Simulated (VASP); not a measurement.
## Ta: relaxation of cell and atoms with PBE+ULG+U

Ta:

```xyz
1
Lattice="-1.6513 1.6513 1.6513 1.6513 -1.6513 1.6513 1.6513 1.6513 -1.6513" Properties=species:S:1:pos:R:3 pbc="T T T"
Ta    0.0000    0.0000    0.0000
```

```
Program                : VASP 6.6.1
Task                   : relaxation of cell and atoms
Functional             : PBE
Dispersion             : ULG
Potentials or basis    : VASP PAW PBE potentials, release 54 (Ta)
Cutoff                 : 580 eV
k mesh                 : 8 × 8 × 8
Occupations            : methfessel-paxton, width 0.2 eV
Spin                   : spin-orbit coupling, no magnetisation
Hubbard terms          : Ta d U = 3 eV, J = 1.0 eV
LDAUTYPE               : 2
Hund's J               : 1
Further INCAR settings : ALGO = Fast; EDIFF = 1e-06; IBRION = 2; EDIFFG = -0.005; NSW = 40; ISIF = 3
```

* Relaxed volume: 18.67 Å³/atom
* Relaxed cell: a = 2.894 Å, b = 2.894 Å, c = 2.894 Å, α = 109.47°, β = 109.47°, γ = 109.47°
* Space group after relaxing (to 0.05 Å): Im-3m (No. 229)
* Energy gained by relaxing: 12.9 meV/atom
* Ionic steps: 4
* Pressure after relaxing: 0.0 GPa
* Valence electrons inside the program's atomic spheres: Ta 4.54
* Dispersion energy per atom: -0.030 eV

The path:
| step | energy change (eV) | largest force (eV/Å) | pressure (GPa) | volume (Å³) |
| --- | --- | --- | --- | --- |
| 1 | 0.0000 | 0.0000 | 6.60 | 18.01 |
| 2 | 0.0330 | 0.0000 | -10.29 | 20.02 |
| 3 | -0.0129 | 0.0000 | -0.15 | 18.68 |
| 4 | -0.0129 | 0.0000 | -0.04 | 18.67 |

Final structure:
```
Ta
1.0
    -1.67107    1.67107    1.67107
     1.67107   -1.67107    1.67107
     1.67107    1.67107   -1.67107
Ta
1
Direct
  0.00000 0.00000 0.00000
```

Wall time 73 s on 1 thread of Intel(R) Xeon(R) Platinum 8488C (Sapphire Rapids), with other jobs on the host, peak memory 0.2 GiB.

Caveat: the U is typed as a test and isn't derived for this compound. Zero-point motion and thermal expansion aren't in these numbers.
